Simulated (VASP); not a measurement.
# Mg2ZnO3 (P-3m1) in VASP: single point with PBEsol

Aim: the single point of Mg2ZnO3 with PBEsol.

All numbers are computed with VASP 6.6.1; they aren't measurements. Logs are shortened: lines on timing, memory, paths and dates and some standing lists are left out, and cuts for length are marked.

### 1 The structure

It takes space group P-3m1 (No. 164, trigonal). The conventional cell has a = 3.033 Å, b = 3.033 Å, c = 7.403 Å, α = 90.00°, β = 90.00°, γ = 120.00°. Mg (site symmetry 3m) has 6 O at 2.12 to 2.14 Å as nearest neighbours. Zn (site symmetry -3m) has 6 O at 2.17 Å as nearest neighbours. Around O (site symmetry 3m) lie 3 Mg at 2.12 Å and 3 Zn at 2.17 Å. O (site symmetry -3m) is surrounded by 6 Mg at 2.14 Å.

The cell comes from a database or a generator and needn't be the stable form of this composition.

### 2 Single point, PBEsol

The input, INCAR:

```
SYSTEM = Mg2ZnO3
  ALGO = Normal
  EDIFF = 1E-6
  ENCUT = 520
  GGA = PS
  ISIF = 2
  ISMEAR = 0
  LASPH = .True.
  LCHARG = .False.
  LREAL = .False.
  LWAVE = .False.
  NBANDS = 26
  NELM = 100
  PREC = Accurate
  SIGMA = 0.01
```

The input, KPOINTS:

```
k-points
0
Gamma
  6 6 3
  0 0 0
```

The input, POSCAR:

```
Mg2ZnO3
1.0
    3.0329990000      0.0000000000      0.0000000000
   -1.5164990000      2.6266540000      0.0000000000
    0.0000000000      0.0000000000      7.4033160000
Mg Zn O
2 1 3
Direct
    0.3333333333      0.6666666667      0.6658000000
    0.6666666667      0.3333333333      0.3342000000
    0.0000000000      0.0000000000      0.0000000000
    0.3333333333      0.6666666667      0.1726190000
    0.6666666667      0.3333333333      0.8273810000
    0.0000000000      0.0000000000      0.5000000000
```

Potentials or basis: VASP PAW PBE potentials, release 64 (Mg, Zn, O).

On the command line:

```sh
> cat potpaw_PBE.64/Mg/POTCAR potpaw_PBE.64/Zn/POTCAR potpaw_PBE.64/O/POTCAR > POTCAR
> mpirun -np 1 vasp_std > vasp.out
```

OUTCAR:

```text
SYSTEM = Mg2ZnO3
   EDIFF = 1E-6
   ENCUT = 520
   GGA = PS
   ISIF = 2
   ISMEAR = 0
   LASPH = .True.
   LREAL = .False.
   NELM = 100
   PREC = Accurate

 ion  position               nearest neighbor table
   1  0.333  0.667  0.666-   5 2.12   5 2.12   5 2.12   6 2.14   6 2.14   6 2.14   2 3.02   2 3.02
                             2 3.02   3 3.03   3 3.03   3 3.03
   2  0.667  0.333  0.334-   4 2.12   4 2.12   4 2.12   6 2.14   6 2.14   6 2.14   1 3.02   1 3.02
                             1 3.02   3 3.03   3 3.03   3 3.03
   3  0.000  0.000  0.000-   4 2.17   5 2.17   4 2.17   5 2.17   5 2.17   4 2.17   1 3.03   2 3.03
                             1 3.03   2 3.03   1 3.03   2 3.03
   4  0.333  0.667  0.173-   2 2.12   2 2.12   2 2.12   3 2.17   3 2.17   3 2.17
   5  0.667  0.333  0.827-   1 2.12   1 2.12   1 2.12   3 2.17   3 2.17   3 2.17
   6  0.000  0.000  0.500-   1 2.14   2 2.14   1 2.14   2 2.14   2 2.14   1 2.14

  LATTYP: Found a hexagonal cell.
 ALAT       =     3.0329990000
 C/A-ratio  =     2.4409226643

  Lattice vectors:

 A1 = (   3.0329990000,   0.0000000000,   0.0000000000)
 A2 = (  -1.5164990000,   2.6266540000,   0.0000000000)
 A3 = (   0.0000000000,   0.0000000000,   7.4033160000)

Analysis of symmetry for initial positions (statically):
=====================================================================
 Subroutine PRICEL returns:
 Original cell was already a primitive cell.

 Routine SETGRP: Setting up the symmetry group for a
 hexagonal supercell.

 Subroutine GETGRP returns: Found 12 space group operations
 (whereof 12 operations were pure point group operations)
 out of a pool of 24 trial point group operations.

The static configuration has the point symmetry D_3d.

Analysis of symmetry for dynamics (positions and initial velocities):
=====================================================================
 Subroutine PRICEL returns:
 Original cell was already a primitive cell.

 Routine SETGRP: Setting up the symmetry group for a
 hexagonal supercell.

 Subroutine GETGRP returns: Found 12 space group operations
 (whereof 12 operations were pure point group operations)
 out of a pool of 24 trial point group operations.

The dynamic configuration has the point symmetry D_3d.

 Subroutine INISYM returns: Found 12 space group operations
 (whereof 12 operations are pure point group operations),
 and found     1 'primitive' translations

----------------------------------------------------------------------------------------

                                     Primitive cell

  volume of cell :      58.9795

  direct lattice vectors                    reciprocal lattice vectors
     3.032999000  0.000000000  0.000000000     0.329706670  0.190356185  0.000000000
    -1.516499000  2.626654000  0.000000000     0.000000000  0.380712496  0.000000000
     0.000000000  0.000000000  7.403316000     0.000000000  0.000000000  0.135074607

  length of vectors
     3.032999000  3.032998591  7.403316000     0.380712444  0.380712496  0.135074607

  position of ions in fractional coordinates (direct lattice)
     0.333333333  0.666666667  0.665800000
     0.666666667  0.333333333  0.334200000
     0.000000000  0.000000000  0.000000000
     0.333333333  0.666666667  0.172619000
     0.666666667  0.333333333  0.827381000
     0.000000000  0.000000000  0.500000000

  ion indices of the primitive-cell ions
   primitive index   ion index
                 1           1
                 2           2
                 3           3
                 4           4
                 5           5
                 6           6

----------------------------------------------------------------------------------------

 KPOINTS: k-points

Automatic generation of k-mesh.
 Grid dimensions read from file:
 generate k-points for:    6    6    3

 Generating k-lattice:

  Cartesian coordinates                     Fractional coordinates (reciprocal lattice)
     0.054951112  0.031726031  0.000000000     0.166666667  0.000000000  0.000000000
     0.000000000  0.063452083  0.000000000     0.000000000  0.166666667  0.000000000
     0.000000000  0.000000000  0.045024869     0.000000000  0.000000000  0.333333333

  Length of vectors
     0.063452074  0.063452083  0.045024869

  Shift w.r.t. Gamma in fractional coordinates (k-lattice)
     0.000000000  0.000000000  0.000000000

 Subroutine IBZKPT returns following result:
 ===========================================

 Found     17 irreducible k-points:

 Following reciprocal coordinates:
            Coordinates               Weight
  0.000000  0.000000  0.000000      1.000000
  0.166667  0.000000  0.000000      6.000000
  0.333333  0.000000  0.000000      6.000000
  0.500000  0.000000  0.000000      3.000000
  0.166667  0.166667  0.000000      6.000000
  0.333333  0.166667  0.000000     12.000000
[... 9 lines left out ...]
 -0.166667  0.500000  0.333333     12.000000
  0.333333  0.333333  0.333333      4.000000
   k-points           NKPTS =     17   k-points in BZ     NKDIM =     17   number of bands    NBANDS=     26
   number of dos      NEDOS =    301   number of ions     NIONS =      6
   total plane-waves  NPLWV =  32256
   dimension x,y,z NGX =    24 NGY =   24 NGZ =   56
   dimension x,y,z NGXF=    48 NGYF=   48 NGZF=  112
   ions per type =               2   1   3
   NGX,Y,Z   is equivalent  to a cutoff of  13.15, 13.15, 12.58 a.u.
   NGXF,Y,Z  is equivalent  to a cutoff of  26.31, 26.31, 25.15 a.u.
 SYSTEM =  Mg2ZnO3
   PREC   = accura    normal or accurate (medium, high low for compatibility)
   ISTART =      0    job   : 0-new  1-cont  2-samecut
   ICHARG =      2    charge: 1-file 2-atom 10-const
   ISPIN  =      1    spin polarized calculation?
   LNONCOLLINEAR =      F non collinear calculations
   LSORBIT =      F    spin-orbit coupling
   LASPH  =      T    aspherical Exc in radial PAW
   ENCUT  =  520.0 eV  38.22 Ry    6.18 a.u.   5.64  5.64 13.77*2*pi/ulx,y,z
   NELM   =    100;   NELMIN=  2; NELMDL= -5     # of ELM steps
   EDIFF  = 0.1E-05   stopping-criterion for ELM
   LREAL  =      F    real-space projection
   EDIFFG = 0.1E-04   stopping-criterion for IOM
   NSW    =      0    number of steps for IOM
   IBRION =     -1    ionic relax: 0-MD 1-quasi-New 2-CG
   NFREE  =      0    steps in history (QN), initial steepest desc. (CG)
   ISIF   =      2    stress and relaxation
   ISYM   =      2    0-nonsym 1-usesym 2-fastsym
   POTIM  = 0.5000    time-step for ionic-motion
   TEBEG  =    0.0;   TEEND  =   0.0 temperature during run
   PSTRESS=    0.0 pullay stress
   NELECT =      34.0000    total number of electrons
   NUPDOWN=      -1.0000    fix difference up-down
   EMIN   =  10.00;   EMAX   =-10.00  energy-range for DOS
   EFERMI =   0.00;   METHOD = LEGACY
   ISMEAR =     0;   SIGMA  =   0.01  broadening in eV -4-tet -1-fermi 0-gaus
   EFERMI_NEDOS =   21; number of points for ismear=-14 and -15
   IALGO  =     38    algorithm
   IMIX   =      4    mixing-type and parameters
     AMIX     =   0.40;   BMIX     =  1.00
     AMIX_MAG =   1.60;   BMIX_MAG =  1.00
  volume/ion in A,a.u.               =       9.83        66.34
  Fermi-wavevector in a.u.,A,eV,Ry     =   1.362492  2.574737 25.257648  1.856385
  Thomas-Fermi vector in A             =   2.488977
   LORBIT       =      0    0 simple, 1 ext, 2 COOP (PROOUT), +10 PAW based schemes
   GGA     = PS    functional components
   LHFCALC =     F    Hartree Fock is set to
   AEXX    =    0.0000 exact exchange contribution
   IVDW    =     0    specifies the selected vdW correction
   LEPSILON=     F    determine dielectric tensor
   LRPA    =     F    only Hartree local field effects (RPA)
 non-spin polarized calculation
 Gauss-broadening in eV      SIGMA  =   0.01
  energy-cutoff  :      520.00
  volume of cell :       58.98
 maximum number of plane-waves:      1603
 NGX is ok and might be reduce to    24
   NGX = 11   NGY = 11   NGZ = 27

 number of electron      34.0000021 magnetization

 Free energy of the ion-electron system (eV)
  ---------------------------------------------------
  ext. energy  EPLUGINS =         0.00000000
  ---------------------------------------------------
  free energy    TOTEN  =       -34.48476786 eV

  energy without entropy =      -34.48476786  energy(sigma->0) =      -34.48476786

 E-fermi :   2.7620     XC(G=0): -11.5546

 val. band max:        2.6486854435   @ k =   0.0000   0.0000   0.3333
 cond. band min:       5.4513444246   @ k =   0.0000   0.0000   0.0000
 fundamental gap:      2.8026589811
 Fermi energy:         2.7619843505

 k-point     1 :       0.0000    0.0000    0.0000
  band No.  band energies     occupation
      1     -14.8460      2.00000
      2     -14.0217      2.00000
      3     -13.7965      2.00000
      4      -2.8622      2.00000
      5      -2.0303      2.00000
      6      -2.0303      2.00000
[... 18 lines left out ...]
     25      18.0758      0.00000
     26      18.0758      0.00000

 k-point     2 :       0.1667    0.0000    0.0000
  band No.  band energies     occupation
      1     -14.6007      2.00000
      2     -13.8913      2.00000
      3     -13.6556      2.00000
      4      -2.6020      2.00000
      5      -2.3049      2.00000
      6      -1.9500      2.00000
[... 18 lines left out ...]
     25      16.4639      0.00000
     26      17.1840      0.00000

 k-point     3 :       0.3333    0.0000    0.0000
  band No.  band energies     occupation
      1     -14.0266      2.00000
      2     -13.6292      2.00000
      3     -13.3726      2.00000
      4      -2.6587      2.00000
      5      -2.3200      2.00000
      6      -1.9668      2.00000
[... 18 lines left out ...]
     25      15.0270      0.00000
     26      16.9800      0.00000

 k-point     4 :       0.5000    0.0000    0.0000
  band No.  band energies     occupation
      1     -13.5950      2.00000
      2     -13.5752      2.00000
      3     -13.2466      2.00000
      4      -3.1157      2.00000
      5      -2.1340      2.00000
      6      -1.9905      2.00000
[... 18 lines left out ...]
     25      15.5468      0.00000
     26      16.0321      0.00000

 k-point     5 :       0.1667    0.1667    0.0000
  band No.  band energies     occupation
      1     -14.1893      2.00000
      2     -13.6919      2.00000
      3     -13.4415      2.00000
      4      -2.4529      2.00000
      5      -2.2211      2.00000
      6      -2.1077      2.00000
[... 18 lines left out ...]
     25      14.9138      0.00000
     26      17.1882      0.00000

 k-point     6 :       0.3333    0.1667    0.0000
  band No.  band energies     occupation
      1     -13.6773      2.00000
      2     -13.5098      2.00000
      3     -13.2399      2.00000
      4      -2.7438      2.00000
      5      -2.3194      2.00000
      6      -2.0237      2.00000
[... 224 lines left out ...]
 k-point    14 :       0.1667    0.1667    0.3333
  band No.  band energies     occupation
      1     -14.1144      2.00000
      2     -13.8593      2.00000
      3     -13.3475      2.00000
      4      -2.3857      2.00000
      5      -2.2423      2.00000
      6      -2.1369      2.00000
[... 18 lines left out ...]
     25      15.7442      0.00000
     26      16.8241      0.00000

 k-point    15 :       0.3333    0.1667    0.3333
  band No.  band energies     occupation
      1     -13.6587      2.00000
      2     -13.5355      2.00000
      3     -13.2330      2.00000
      4      -2.8025      2.00000
      5      -2.3130      2.00000
      6      -2.0595      2.00000
[... 18 lines left out ...]
     25      14.4784      0.00000
     26      15.6686      0.00000

 k-point    16 :      -0.1667    0.5000    0.3333
  band No.  band energies     occupation
      1     -13.6451      2.00000
      2     -13.5557      2.00000
      3     -13.2262      2.00000
      4      -2.8290      2.00000
      5      -2.3088      2.00000
      6      -2.0182      2.00000
[... 18 lines left out ...]
     25      14.8146      0.00000
     26      15.3839      0.00000

 k-point    17 :       0.3333    0.3333    0.3333
  band No.  band energies     occupation
      1     -13.4689      2.00000
      2     -13.4689      2.00000
      3     -13.1815      2.00000
      4      -2.3626      2.00000
      5      -2.3626      2.00000
      6      -2.2524      2.00000
[... 18 lines left out ...]
     25      14.4648      0.00000
     26      14.4648      0.00000

------------------------ aborting loop because EDIFF is reached ----------------------------------------

  FORCE on cell =-STRESS in cart. coord.  units (eV):
  Direction    XX          YY          ZZ          XY          YZ          ZX
  --------------------------------------------------------------------------------------
  -------------------------------------------------------------------------------------
  Total       -2.1357771     -2.1357768     -2.1813506     -0.0000004      0.0000000     -0.0000000
  in kB      -58.0183126    -58.0183045    -59.2563134     -0.0000110      0.0000000     -0.0000000
  external PRESSURE =     -58.4309768 kB  Pullay stress =       0.0000000 kB

 VOLUME and BASIS-vectors are now :
 -----------------------------------------------------------------------------
  energy-cutoff  :      520.00
  volume of cell :       58.98
      direct lattice vectors                 reciprocal lattice vectors
     3.032999000  0.000000000  0.000000000     0.329706670  0.190356185  0.000000000
    -1.516499000  2.626654000  0.000000000     0.000000000  0.380712496  0.000000000
     0.000000000  0.000000000  7.403316000     0.000000000  0.000000000  0.135074607

 POSITION                                       TOTAL-FORCE (eV/Angst)
 -----------------------------------------------------------------------------------
      0.00000      1.75110      4.92913        -0.000000      0.000000      0.013128
      1.51650      0.87555      2.47419        -0.000000     -0.000000     -0.013128
      0.00000      0.00000      0.00000        -0.000000      0.000000      0.000000
      0.00000      1.75110      1.27795        -0.000000     -0.000000     -0.102338
      1.51650      0.87555      6.12536         0.000000      0.000000      0.102338
      0.00000      0.00000      3.70166        -0.000000      0.000000      0.000000
 -----------------------------------------------------------------------------------
    total drift:                               -0.000000      0.000000      0.000000

  FREE ENERGIE OF THE ION-ELECTRON SYSTEM (eV)
  ---------------------------------------------------
  free  energy   TOTEN  =       -34.4847678612 eV

  energy  without entropy=      -34.4847678612  energy(sigma->0) =      -34.48476786
```

Run time: 26 s. Hardware: 1 thread of Intel Xeon Platinum 8259CL at 2.50GHz (Skylake/Cascade Lake), shared host; peak memory 0.19 GiB.

What came out:

```
Free energy            : -34.4848 eV
Pressure               : -5.8 GPa
Largest force          : 0.102 eV/Å
Band gap on the k mesh : 2.80 eV, indirect (least direct gap 2.87 eV)
```

Forces on the atoms (eV/Å):
```
Mg   0.000  0.000  0.013
Mg   0.000  0.000 -0.013
Zn   0.000  0.000  0.000
O    0.000  0.000 -0.102
O    0.000  0.000  0.102
O    0.000  0.000  0.000
```

Caveat: the PAW data sets were made with another functional, which shifts forces and pressure a little; an odd mesh through Γ misses points on the zone boundary, where band edges often lie.
